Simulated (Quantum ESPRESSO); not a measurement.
# Sn (Immm) in Quantum ESPRESSO: notebook, part 2 of 2

Quantum ESPRESSO 7.5.

## (3) Real-space fields, PBEsol+D3(BJ)

pw.in

```
&CONTROL
  calculation = 'scf'
  prefix = 'pwscf'
  outdir = './tmp'
  pseudo_dir = './pseudo'
  tprnfor = .true.
  tstress = .true.
  disk_io = 'low'
/
&SYSTEM
  ibrav = 0
  nat = 1
  ntyp = 1
  ecutwfc = 102
  nbnd = 18
  occupations = 'smearing'
  smearing = 'fd'
  degauss = 0.00734986
  vdw_corr = 'grimme-d3'
  dftd3_version = 4
/
&ELECTRONS
  conv_thr = 2d-10
  electron_maxstep = 120
  mixing_beta = 0.5
/
ATOMIC_SPECIES
Sn   118.7100 Sn.upf
CELL_PARAMETERS bohr
  -3.2626858535    3.3552975514    4.4188259657
   3.2626858535   -3.3552975514    4.4188259657
   3.2626858535    3.3552975514   -4.4188259657
ATOMIC_POSITIONS bohr
Sn     0.0000000000    0.0000000000    0.0000000000
K_POINTS automatic
11 11 11 0 0 0
```

pp_density.in

```
&INPUTPP
  prefix = 'pwscf'
  outdir = './tmp'
  filplot = 'density.dat'
  plot_num = 0
/
&PLOT
  nfile = 1
  filepp(1) = 'density.dat'
  iflag = 3
  output_format = 6
  fileout = 'density.cube'
/
```

pp_potential.in

```
&INPUTPP
  prefix = 'pwscf'
  outdir = './tmp'
  filplot = 'potential.dat'
  plot_num = 11
/
&PLOT
  nfile = 1
  filepp(1) = 'potential.dat'
  iflag = 3
  output_format = 6
  fileout = 'potential.cube'
/
```

pp_elf.in

```
&INPUTPP
  prefix = 'pwscf'
  outdir = './tmp'
  filplot = 'elf.dat'
  plot_num = 8
/
&PLOT
  nfile = 1
  filepp(1) = 'elf.dat'
  iflag = 3
  output_format = 6
  fileout = 'elf.cube'
/
```

pp_potential_ks.in

```
&INPUTPP
  prefix = 'pwscf'
  outdir = './tmp'
  filplot = 'potential_ks.dat'
  plot_num = 1
/
&PLOT
  nfile = 1
  filepp(1) = 'potential_ks.dat'
  iflag = 3
  output_format = 6
  fileout = 'potential_ks.cube'
/
```

Potentials or basis: PseudoDojo 0.4 SR PBEsol stringent.

Run with:

```sh
> OMP_NUM_THREADS=1 pw.x -in pw.in > pw.out
> OMP_NUM_THREADS=1 pp.x -in pp_density.in > pp_density.out
> OMP_NUM_THREADS=1 pp.x -in pp_potential.in > pp_potential.out
> OMP_NUM_THREADS=1 pp.x -in pp_elf.in > pp_elf.out
> OMP_NUM_THREADS=1 pp.x -in pp_potential_ks.in > pp_potential_ks.out
```

pw.out:

```text
This program is part of the open-source Quantum ESPRESSO suite
     for quantum simulation of materials; please cite
         "P. Giannozzi et al., J. Phys.:Condens. Matter 21 395502 (2009);
         "P. Giannozzi et al., J. Phys.:Condens. Matter 29 465901 (2017);
         "P. Giannozzi et al., J. Chem. Phys. 152 154105 (2020);
     in publications or presentations arising from this work. More details at

     Message from routine setup:
     using ibrav=0 with symmetry is DISCOURAGED, use correct ibrav instead

     G-vector sticks info
     --------------------
     sticks:   dense  smooth     PW     G-vecs:    dense   smooth      PW
     Sum        1351    1351    411                26965    26965    4527

     Using Slab Decomposition

     bravais-lattice index     =            0
     lattice parameter (alat)  =       6.4365  a.u.
     unit-cell volume          =     193.4965 (a.u.)^3
     number of atoms/cell      =            1
     number of atomic types    =            1
     number of electrons       =        22.00
     number of Kohn-Sham states=           18
     kinetic-energy cutoff     =     102.0000  Ry
     charge density cutoff     =     408.0000  Ry
     scf convergence threshold =      2.0E-10
     mixing beta               =       0.5000
     number of iterations used =            8  plain     mixing
     Exchange-correlation= PBESOL
                           (   1   4  10   8   0   0   0)

     celldm(1)=   6.436549  celldm(2)=   0.000000  celldm(3)=   0.000000
     celldm(4)=   0.000000  celldm(5)=   0.000000  celldm(6)=   0.000000

     crystal axes: (cart. coord. in units of alat)
               a(1) = (  -0.506900   0.521288   0.686521 )
               a(2) = (   0.506900  -0.521288   0.686521 )
[... 45 lines left out ...]

         Molecular C6 ( Ry / a.u.^6 ) =       672.20

     number of k points=   216  Fermi-Dirac smearing, width (Ry)=  0.0073

     Number of k-points >= 100: set verbosity='high' to print them.

     Dense  grid:    26965 G-vectors     FFT dimensions: (  45,  45,  45)

     Initial potential from superposition of free atoms

     starting charge      21.9986, renormalised to      22.0000
     Starting wfcs are   13 randomized atomic wfcs +    5 random wfcs

     Self-consistent Calculation

     iteration #  1     ecut=   102.00 Ry     beta= 0.50
     Davidson diagonalization with overlap
     ethr =  1.00E-02,  avg # of iterations =  4.7

     Threshold (ethr) on eigenvalues was too large:
     Diagonalizing with lowered threshold

     Davidson diagonalization with overlap
     ethr =  1.39E-05,  avg # of iterations =  4.6

     total energy              =    -442.87978592 Ry
     estimated scf accuracy    <       0.00302547 Ry
[... 36 lines left out ...]
     iteration #  7     ecut=   102.00 Ry     beta= 0.50
     Davidson diagonalization with overlap
     ethr =  7.95E-12,  avg # of iterations =  2.0

     End of self-consistent calculation

     Number of k-points >= 100: set verbosity='high' to print the bands.

     the Fermi energy is    12.0829 ev

!    total energy              =    -442.88009737 Ry
     estimated scf accuracy    <          5.4E-11 Ry
     smearing contrib. (-TS)   =      -0.00116556 Ry
     internal energy E=F+TS    =    -442.87893181 Ry

     The total energy is F=E-TS. E is the sum of the following terms:
     one-electron contribution =    -290.75070916 Ry
     hartree contribution      =     143.13977496 Ry
     xc contribution           =     -53.57586705 Ry
     ewald contribution        =    -241.66619273 Ry
     DFT-D3 Dispersion         =      -0.02593783 Ry

     convergence has been achieved in   7 iterations

     Forces acting on atoms (cartesian axes, Ry/au):

     atom    1 type  1   force =     0.00000000    0.00000000    0.00000000

     Total force =     0.000000     Total SCF correction =     0.000000

     Computing stress (Cartesian axis) and pressure

          total   stress  (Ry/bohr**3)                   (kbar)     P=      -54.84
  -0.00033949  -0.00000000   0.00000000          -49.94       -0.00        0.00
   0.00000000  -0.00042685  -0.00000000            0.00      -62.79       -0.00
   0.00000000   0.00000000  -0.00035202            0.00        0.00      -51.78

=------------------------------------------------------------------------------=
   JOB DONE.
=------------------------------------------------------------------------------=
```

pp_potential.out:

```text
This program is part of the open-source Quantum ESPRESSO suite
     for quantum simulation of materials; please cite
         "P. Giannozzi et al., J. Phys.:Condens. Matter 21 395502 (2009);
         "P. Giannozzi et al., J. Phys.:Condens. Matter 29 465901 (2017);
         "P. Giannozzi et al., J. Chem. Phys. 152 154105 (2020);
     in publications or presentations arising from this work. More details at

     IMPORTANT: XC functional enforced from input :
     Exchange-correlation= PBESOL
                           (   1   4  10   8   0   0   0)
     Any further DFT definition will be discarded
     Please, verify this is what you really want

     G-vector sticks info
     --------------------
     sticks:   dense  smooth     PW     G-vecs:    dense   smooth      PW
     Sum        1351    1351    411                26965    26965    4527

     Using Slab Decomposition

     Calling punch_plot, plot_num =  11
     Writing data to file  potential.dat
     Reading data from file  potential.dat

     Writing data to be plotted to file potential.cube
     Plot Type: 3D                     Output format: Gaussian cube

=------------------------------------------------------------------------------=
   JOB DONE.
=------------------------------------------------------------------------------=
```

Wall time 3.4 min (1 thread of Arm Neoverse V1, shared host); peak memory 0.26 GiB.

Results:

| Item | Value |
| --- | --- |
| Free energy | -6025.6907 eV |
| Pressure | -5.5 GPa |
| Band gap on the k mesh | none (metal or under the smearing width) |

Caveat: pairwise dispersion overbinds metals, which lowers pressure and volume.
